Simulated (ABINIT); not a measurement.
# Co (P-3m1) in ABINIT: single point with PBE

Aim: the single point of Co with PBE.

All numbers are computed with ABINIT 10.8.3 (patched build); they aren't measurements. Logs are shortened: lines on timing, memory, paths and dates and some standing lists are left out, and cuts for length are marked. The log counts tension as positive stress, the text compression.

## Step 1: The structure

Symmetry: P-3m1, No. 164, trigonal system. Conventional cell: a = 2.487 Å, b = 2.487 Å, c = 4.063 Å, α = 90.00°, β = 90.00°, γ = 120.00°. Co (site symmetry 3m) is surrounded by 12 Co at 2.42 to 2.55 Å.

## Step 2: Single point, PBE, collinear spin, ferromagnetic start

File run.abi:

```
pp_dirpath "./"
pseudos "Co.GGA_PBE-JTH.xml"

acell 4.7004383835 4.7004383835 7.6785043265
rprim
     1.0000000000     0.0000000000     0.0000000000
    -0.5000000000     0.8660254038     0.0000000000
     0.0000000000     0.0000000000     1.0000000000
ntypat 1
znucl 27
natom 2
typat 1 1
xred
     0.3333333333     0.6666666667     0.7401390000
     0.6666666667     0.3333333333     0.2598610000

ecut 26.0
pawecutdg 48.0
pawxcdev 0

kptopt 1
ngkpt 12 12 7
nshiftk 1
shiftk 0.0 0.0 0.0

ixc 11

nband 22
occopt 3
tsmear 0.05 eV

nsppol 2
spinat
     0.0000000000     0.0000000000     5.0000000000
     0.0000000000     0.0000000000     5.0000000000

nstep 100
tolvrs 1.0e-9

iomode 3
prtwf 0
prteig 0
prtebands 0
enunit 2
prtden 1
prtvha 1
prtvclmb 1
prtpot 1
```

Potentials or basis: JTH PAW PBE v2.0.

Run with:

```console
> abinit run.abi > log 2>&1
```

run.abo:

```text
.Version 10.8.3 of ABINIT
 Symmetries : space group P-3 m 1 (#164); Bravais hP (primitive hexag.)
================================================================================
 Values of the parameters that define the memory need of the present run
     intxc =       0    ionmov =       0      iscf =      17    lmnmax =      18
     lnmax =       6     mgfft =      36  mpssoang =       3    mqgrid =    3001
     natom =       2  nloc_mem =       2    nspden =       2   nspinor =       1
    nsppol =       2      nsym =      12    n1xccc =       1    ntypat =       1
    occopt =       3   xclevel =       2
       mpw =         960          nfft =       20736          nkpt =         112
 PAW method is used; the additional fine FFT grid is defined by:
   mgfftf=        48    nfftf =     43200
================================================================================
================================================================================

--------------------------------------------------------------------------------
------------- Echo of variables that govern the present computation ------------
--------------------------------------------------------------------------------
 -outvars: echo values of preprocessed input variables --------
            acell      4.7004383835E+00  4.7004383835E+00  7.6785043265E+00 Bohr
              amu      5.89332000E+01
             ecut      2.60000000E+01 Hartree
           enunit           2
                       outvar_i_n : Printing only first  50 k-points.
              ixc          11
                       outvar_i_n : Printing only first  50 k-points.
         kptrlatt       12    0    0      0   12    0      0    0    7
          kptrlen      5.37495303E+01
            natom           2
            nband          22
            ngfft          24      24      36
          ngfftdg          30      30      48
             nkpt         112
           nspden           2
           nsppol           2
            nstep         100
             nsym          12
           ntypat           1
                       prtocc : prtvol=0, do not print more k-points.
                       1.000000  1.000000  1.000000  1.000000  1.000000  1.000000
                       1.000000  1.000000  1.000000  1.000000  1.000000  1.000000
                       1.000000  1.000000  1.000000  1.000000  1.000000  0.000000
                       0.000000  0.000000  0.000000  0.000000
                       1.000000  1.000000  1.000000  1.000000  1.000000  1.000000
                       1.000000  1.000000  1.000000  1.000000  1.000000  1.000000
                       1.000000  1.000000  1.000000  1.000000  1.000000  0.000000
                       0.000000  0.000000  0.000000  0.000000
                       1.000000  1.000000  1.000000  1.000000  1.000000  1.000000
                       1.000000  1.000000  1.000000  1.000000  1.000000  1.000000
                       1.000000  1.000000  1.000000  1.000000  1.000000  0.000000
                       0.000000  0.000000  0.000000  0.000000
                       1.000000  1.000000  1.000000  1.000000  1.000000  1.000000
                       1.000000  1.000000  1.000000  1.000000  1.000000  1.000000
                       1.000000  1.000000  1.000000  1.000000  1.000000  0.000000
                       0.000000  0.000000  0.000000  0.000000
                       1.000000  1.000000  1.000000  1.000000  1.000000  1.000000
[... 168 lines left out ...]
                       1.000000  1.000000  1.000000  1.000000  1.000000  1.000000
                       1.000000  1.000000  1.000000  1.000000  1.000000  0.000000
                       0.000000  0.000000  0.000000  0.000000
                       1.000000  1.000000  1.000000  1.000000  1.000000  1.000000
                       1.000000  1.000000  1.000000  1.000000  1.000000  1.000000
                       1.000000  1.000000  1.000000  1.000000  1.000000  0.000000
                       0.000000  0.000000  0.000000  0.000000
                       1.000000  1.000000  1.000000  1.000000  1.000000  1.000000
                       1.000000  1.000000  1.000000  1.000000  1.000000  1.000000
                       1.000000  1.000000  1.000000  1.000000  1.000000  0.000000
                       0.000000  0.000000  0.000000  0.000000
                       1.000000  1.000000  1.000000  1.000000  1.000000  1.000000
                       1.000000  1.000000  1.000000  1.000000  1.000000  1.000000
                       1.000000  1.000000  1.000000  1.000000  1.000000  0.000000
                       0.000000  0.000000  0.000000  0.000000
                       prtocc : prtvol=0, do not print more k-points.
           occopt           3
        pawecutdg      4.80000000E+01 Hartree
         pawxcdev           0
        prtebands           0
           prteig           0
           prtpot           1
         prtvclmb           1
           prtvha           1
            prtwf           0
            rprim      1.0000000000E+00  0.0000000000E+00  0.0000000000E+00
                      -5.0000000000E-01  8.6602540380E-01  0.0000000000E+00
                       0.0000000000E+00  0.0000000000E+00  1.0000000000E+00
          spgroup         164
           spinat      0.0000000000E+00  0.0000000000E+00  5.0000000000E+00
                       0.0000000000E+00  0.0000000000E+00  5.0000000000E+00
           tolvrs      1.00000000E-09
[... 135 lines left out ...]

 Mean square residual over all n,k,spin=   28.697E-08; max=  88.688E-05
 reduced coordinates (array xred) for    2 atoms
       0.333333333333      0.666666666667      0.740139000000
       0.666666666667      0.333333333333      0.259861000000
 rms dE/dt=  4.3255E-02; max dE/dt=  7.4920E-02; dE/dt below (all hartree)
    1      -0.000000000000      0.000000000000     -0.074919532424
    2       0.000000000000     -0.000000000000      0.074919532424

 cartesian coordinates (angstrom) at end:
    1      0.00000000000000     1.43608077851392     3.00739902771960
    2      1.24368243605724     0.71804038925696     1.05589047292771

 cartesian forces (hartree/bohr) at end:
    1      0.00000000000000    -0.00000000000000     0.00975704762783
    2     -0.00000000000000     0.00000000000000    -0.00975704762783
 frms,max,avg= 5.6332341E-03 9.7570476E-03   0.000E+00  0.000E+00  0.000E+00 h/b

 cartesian forces (eV/Angstrom) at end:
    1      0.00000000000000    -0.00000000000000     0.50172756182823
    2     -0.00000000000000     0.00000000000000    -0.50172756182823
 frms,max,avg= 2.8967254E-01 5.0172756E-01   0.000E+00  0.000E+00  0.000E+00 e/A
 length scales=  4.700438383500  4.700438383500  7.678504326500 bohr
              =  2.487364872114  2.487364872114  4.063289500647 angstroms
 Fermi (or HOMO) energy (hartree) =   0.51970   Average Vxc (hartree)=  -0.47008
 Magnetization (Bohr magneton)=  3.27181150E+00
 Total spin up =  1.86359058E+01   Total spin down =  1.53640942E+01
 Eigenvalues (hartree) for nkpt= 112  k points, SPIN UP:
 kpt#   1, nband= 22, wtk=  0.00099, kpt=  0.0000  0.0000  0.0000 (reduced coord)
  -3.01300   -3.01093   -1.66779   -1.65726   -1.65726   -1.65590   -1.65552   -1.65552
   0.18797    0.32779    0.42046    0.42250    0.42250    0.43348    0.43348    0.44855
   0.44855    0.48805    0.48805    0.50993    0.74225    1.32309
      occupation numbers for kpt#   1
   1.00000    1.00000    1.00000    1.00000    1.00000    1.00000    1.00000    1.00000
   1.00000    1.00000    1.00000    1.00000    1.00000    1.00000    1.00000    1.00000
   1.00000    1.00000    1.00000    0.99512    0.00000    0.00000
 prteigrs : prtvol=0 or 1, do not print more k-points.

 Eigenvalues (hartree) for nkpt= 112  k points, SPIN DOWN:
 kpt#   1, nband= 22, wtk=  0.00099, kpt=  0.0000  0.0000  0.0000 (reduced coord)
  -2.93600   -2.93377   -1.59328   -1.58207   -1.58207   -1.58031   -1.58020   -1.58020
   0.18767    0.36231    0.47987    0.48414    0.48414    0.49559    0.49559    0.50879
   0.51652    0.51652    0.55892    0.55892    0.78080    1.31168
      occupation numbers for kpt#   1
   1.00000    1.00000    1.00000    1.00000    1.00000    1.00000    1.00000    1.00000
   1.00000    1.00000    1.00000    1.00000    1.00000    1.00000    1.00000    0.99737
   0.84989    0.84989    0.00000    0.00000    0.00000    0.00000
 prteigrs : prtvol=0 or 1, do not print more k-points.

 Fermi (or HOMO) energy (eV) =  14.14183   Average Vxc (eV)= -12.79153
 Eigenvalues (   eV  ) for nkpt= 112  k points, SPIN UP:
 kpt#   1, nband= 22, wtk=  0.00099, kpt=  0.0000  0.0000  0.0000 (reduced coord)
 -81.98795  -81.93150  -45.38290  -45.09635  -45.09635  -45.05936  -45.04907  -45.04907
   5.11486    8.91950   11.44129   11.49681   11.49681   11.79548   11.79548   12.20576
  12.20576   13.28050   13.28050   13.87599   20.19776   36.00323
 prteigrs : prtvol=0 or 1, do not print more k-points.

 Eigenvalues (   eV  ) for nkpt= 112  k points, SPIN DOWN:
 kpt#   1, nband= 22, wtk=  0.00099, kpt=  0.0000  0.0000  0.0000 (reduced coord)
 -79.89268  -79.83196  -43.35533  -43.05019  -43.05019  -43.00238  -42.99931  -42.99931
   5.10668    9.85892   13.05786   13.17423   13.17423   13.48563   13.48563   13.84496
  14.05514   14.05514   15.20896   15.20896   21.24661   35.69270
 prteigrs : prtvol=0 or 1, do not print more k-points.

--- !EnergyTerms
iteration_state     : {dtset: 1, }
comment             : Components of total free energy in Hartree
kinetic             :  2.35384090703117E+01
hartree             :  6.92197617629068E+01
xc                  : -6.29966733030210E+00
Ewald energy        : -1.99040221527165E+02
psp_core            :  6.99828667883385E+00
local_psp           : -2.38314221358232E+02
PAW spherical_terms :  5.10826501898653E+01
internal            : -2.92815002513782E+02
'-kT*entropy'       : -5.46976205165572E-04
total_energy        : -2.92815549489987E+02
total_energy_eV     : -7.96791701600120E+03
...

--- !EnergyTermsDC
iteration_state     : {dtset: 1, }
comment             : '"Double-counting" decomposition of free energy'
band_energy         : -2.36586867285319E+01
Ewald energy        : -1.99040221527165E+02
psp_core            :  6.99828667883385E+00
xc_dc               : -6.73121814877261E+01
PAW spherical_terms : -9.80219041680596E+00
internal            : -2.92814993481396E+02
'-kT*entropy'       : -5.46976205165572E-04
total_energy_dc     : -2.92815540457601E+02
total_energy_dc_eV  : -7.96791677021745E+03
...

--- !EnergyTermsWithPAWCore
iteration_state     : {dtset: 1, }
comment             : 'Components of total free energy, including PAW core contributions'
Total energy        : -2.78689813494195E+03
Total energy DC     : -2.78689812590956E+03
Total energy (eV)   : -7.58353615781095E+04
Total energy DC (eV): -7.58353613323257E+04
...

 Cartesian components of stress tensor (hartree/bohr^3)
  sigma(1 1)= -6.71654116E-05  sigma(3 2)=  0.00000000E+00
  sigma(2 2)= -6.71654133E-05  sigma(3 1)=  0.00000000E+00
  sigma(3 3)=  2.78543796E-05  sigma(2 1)=  0.00000000E+00

-Cartesian components of stress tensor (GPa)         [Pressure=  1.0442E+00 GPa]
- sigma(1 1)= -1.97607463E+00  sigma(3 2)=  0.00000000E+00
- sigma(2 2)= -1.97607468E+00  sigma(3 1)=  0.00000000E+00
- sigma(3 3)=  8.19504142E-01  sigma(2 1)=  0.00000000E+00

== END DATASET(S) ==============================================================
================================================================================

 -outvars: echo values of variables after computation  --------
            acell      4.7004383835E+00  4.7004383835E+00  7.6785043265E+00 Bohr
           etotal     -2.9281554046E+02
            fcart      5.7284980750E-29 -9.9220497168E-29  9.7570476278E-03
                      -5.7284980750E-29  9.9220497168E-29 -9.7570476278E-03
            rprim      1.0000000000E+00  0.0000000000E+00  0.0000000000E+00
                      -5.0000000000E-01  8.6602540380E-01  0.0000000000E+00
                       0.0000000000E+00  0.0000000000E+00  1.0000000000E+00
           strten     -6.7165411555E-05 -6.7165413264E-05  2.7854379626E-05
                       0.0000000000E+00  0.0000000000E+00  0.0000000000E+00
           xangst      3.4292571554E-17  1.4360807785E+00  3.0073990277E+00
                       1.2436824361E+00  7.1804038926E-01  1.0558904729E+00
             xred      3.3333333333E-01  6.6666666667E-01  7.4013900000E-01
                       6.6666666667E-01  3.3333333333E-01  2.5986100000E-01
 Calculation completed.
```

It took 2.9 min on 1 thread of Arm Neoverse V2, shared host; peak memory 0.23 GiB.

What came out:

- Free energy: -7967.9168 eV
- Pressure: 1.0 GPa
- Largest force: 0.502 eV/Å
- Band gap on the k mesh: none (metal or under the smearing width)
- Net moment: 3.27 μB per cell
- Site moments: Co +1.72 μB
- Valence electrons inside the program's atomic spheres: Co 15.54 (radii [1.1161] Å)

Forces on the atoms (eV/Å):
```
Co   0.000  0.000  0.502
Co   0.000  0.000 -0.502
```

Stress tensor (GPa, compression positive):
```
 1.98  0.00  0.00
 0.00  1.98  0.00
 0.00  0.00 -0.82
```

Caveat: the moment fell far below its start of 5 μB, so a state of higher moment may lie lower in energy.

## Step 3: For comparison

An earlier run on the cell as given: functional PBE; potentials or basis JTH PAW PBE v2.0; cutoff 707 eV; k mesh 12 × 12 × 7; occupations fermi-dirac, width 0.05 eV; collinear spin, ferromagnetic start; starting moments [2.0, 2.0] μB.

- Pressure: 1.0 GPa
- Largest force: 0.502 eV/Å
- Band gap on the k mesh: none (metal or under the smearing width)
- Net moment: 3.27 μB per cell
- Site moments: Co +1.72 μB
- Valence electrons inside the program's atomic spheres: Co 15.54 (radii [1.1161] Å)
